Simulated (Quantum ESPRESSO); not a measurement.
InP: zone-centre phonons under several settings

```
In P
1.0
     0.00000    2.93050    2.93050
     2.93050    0.00000    2.93050
     2.93050    2.93050    0.00000
In P
1 1
Direct
  0.00000 0.00000 0.00000
  0.75000 0.75000 0.75000
```

All runs used Quantum ESPRESSO 7.5; potentials PseudoDojo 0.4.1 SR PBE standard; relaxed cell; no spin polarisation; cutoff 952 eV; occupations smeared at first, fixed for the response.

| level | k mesh (s: shifted) | volume (Å³/atom) | lowest optical mode without the field (cm⁻¹) | sum of the Born charges (e) |
| --- | --- | --- | --- | --- |
| PBE | 4 × 4 × 4s | 26.47 | 285 | -0.08 |
| PBE+D3(BJ) | 8 × 8 × 8s | ? | ? | ? |

Question: What stands in the row left open?

Answer: Volume 25.62 Å³/atom; lowest optical mode without the field 297 cm⁻¹; sum of the Born charges 0.00 e.

